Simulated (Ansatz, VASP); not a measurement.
**One calculation of Pb, two programs**

Contents of INCAR:

```
ALGO     = Normal         # electronic algorithm
EDIFF    = 1E-7           # SCF threshold, eV
ENCUT    = 520            # plane-wave cutoff, eV
GGA      = PE             # functional
ISIF     = 2              # what is computed and relaxed
ISMEAR   = -1             # smearing method
LASPH    = T              # aspherical terms in the spheres
LCHARG   = F              # write CHGCAR
LREAL    = F              # projectors in reciprocal space
LWAVE    = F              # write WAVECAR
NBANDS   = 21             # bands
NELM     = 80             # most SCF steps
PREC     = Accurate       # precision mode
SIGMA    = 0.05           # smearing width, eV
```

Contents of KPOINTS:

```
k-points
0
Gamma
  9 9 5
```

Contents of POSCAR:

```
Pb
1.0
    3.4089596583      0.0000000000      0.0000000000
   -1.7044798292      2.9522456646      0.0000000000
    0.0000000000      0.0000000000      5.4758863477
Pb
2
Direct
    0.6666666667      0.3333333333      0.7500000000
    0.3333333333      0.6666666667      0.2500000000
```

File input.yaml:

```yaml
crystal:
  lattice:
    - [3.4089596583, 0.0, 0.0]
    - [-1.7044798292, 2.9522456646, 0.0]
    - [0.0, 0.0, 5.4758863477]
  atoms:
    - { symbol: Pb, position: [0.6666666667, 0.3333333333, 0.75] }
    - { symbol: Pb, position: [0.3333333333, 0.6666666667, 0.25] }
hamiltonian:
  xc: pbe
  pseudopotentials: { kind: paw }
kpoints:
  mp_grid: { grid: [9, 9, 5] }
scf:
  occupations: { method: fermi_dirac, width: 0.05 }
output:
  forces: true
  stress: true
  eigenvalues: true
  write_density: true
  write_potential: true
  elf: true
  volumetric_format: npy
```

Change from the starting cell: volume scaled by 0.94.

Alike in both runs: task single point; functional PBE; k mesh 9 × 9 × 5; occupations fermi-dirac, width 0.05 eV; no spin polarisation.

|  | VASP | Ansatz |
| --- | --- | --- |
| version | VASP 6.6.1 | Ansatz 0.2.0 |
| potentials or method | VASP PAW PBE potentials, release 64 (Pb_d) | Ansatz PAW |
| plane-wave cutoff (eV) | 520 | 420 |
| valence electrons in the cell | 28 | 28 |

VASP gave:

* gap on the k mesh at the Fermi level (eV): none
* pressure (GPa): 8.1
* largest component of the traceless stress (GPa): 3.34

Problem. What did Ansatz give for the same quantities?

Solution. gap on the k mesh at the Fermi level (eV): none; pressure (GPa): 8.2; largest component of the traceless stress (GPa): 3.34.

A gap of «none» marks a metal or a gap that the smearing closes. With one functional, cell and mesh, what is left measures potentials, basis and numerics.

Spin-orbit coupling is left out, which matters for the levels of Pb.
